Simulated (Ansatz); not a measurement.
KI: a film clamped to a substrate

All numbers below come from Ansatz, DFT r2SCAN, scalar-relativistic, plane waves, PAW. Settings: plane waves to 500 eV, k-mesh 6×6×6 (Γ-centred), Gaussian smearing 0.05 eV. Spin–orbit coupling is left out, which matters for the heavy elements here. No spin polarisation. Energies are free energies at this smearing, counted from the undisturbed cell; pressure is positive in compression.

Zero of the scan (as given, not relaxed at this level; it stands at 0.2 GPa):

```
CELL_PARAMETERS angstrom
0.00000 3.52455 3.52455
3.52455 0.00000 3.52455
3.52455 3.52455 0.00000
ATOMIC_POSITIONS crystal
K 0.00000 0.00000 0.00000
I 0.50000 0.50000 0.50000
```

The cell (2 atoms, V0 = 87.57 Å³) is strained by p along both x and y and by q along z, fractional coordinates fixed. τp = (1/V0) ∂E/∂p = (σxx + σyy)(1 + p)(1 + q) and τq = (1/V0) ∂E/∂q = σzz(1 + p)², with tension positive.

| p | q | ΔE (meV/atom) | τp (GPa) | τq (GPa) |
| --- | --- | --- | --- | --- |
| 0.000 | 0.000 | 0.00 | -0.48 | -0.24 |
| -0.050 | 0.000 | 37.82 | -5.57 | -0.57 |
| 0.050 | 0.000 | 13.85 | 2.20 | 0.11 |
| 0.000 | -0.050 | 17.69 | -0.83 | -2.61 |
| 0.000 | 0.050 | 5.84 | -0.15 | 0.95 |

Problem. Get the second derivatives of the energy density.

Solution. Central differences give A = ∂τp/∂p = 78 GPa (C11 + C22 + 2 C12), C = ∂τq/∂q = 36 GPa (C33) and the cross term B = ∂τq/∂p = 6.8 GPa (C13 + C23); ∂τp/∂q = 6.8 GPa must equal B, and any difference shows higher-order terms. Steps this large leave an error of some per cent of A or C in all of these, which can swamp a small B. The ions are clamped. In a cubic crystal C11 = C = 36, C12 = B/2 = 3.4 GPa and A should be 2(C11 + C12) = 78 GPa; the bulk modulus is (C11 + 2 C12)/3 = 14.1 GPa.

Problem. A film of this crystal grows with z along the normal on a substrate that imposes p. How does its thickness respond, and what does the misfit cost?

Solution. Count p and q from the stress-free cell. A free surface needs τq = 0, so q = −(B/C) p = -0.19 p. The energy density left is (A − B²/C) p²/2 = M p², with the biaxial modulus M = 38 GPa; a misfit of 1 % costs 1.04 meV/atom, against 1.06 meV/atom if the thickness were held.

At p = -0.050 the energies along q are 60.1 (q = -0.050), 37.8 (q = 0.000), 39.3 (q = 0.050) meV/atom.

Problem. Does the linear rule hold at this misfit?

Solution. A parabola through the lowest point and its neighbours has its minimum at q = 0.022, 35.5 meV/atom. With the stress left in the starting cell, τp0 and τq0, linear elasticity gives q = −(τq0 + Bp)/C = 0.016 and E = V0(τp0 p + τq0 q + Ap²/2 + Bpq + Cq²/2)/N = 31.8 meV/atom. The energies differ by more than a tenth, so the quadratic law fails here: the gap holds the anharmonic part, with some error from the wide steps. Cubic terms also shift the vertex of so wide a parabola.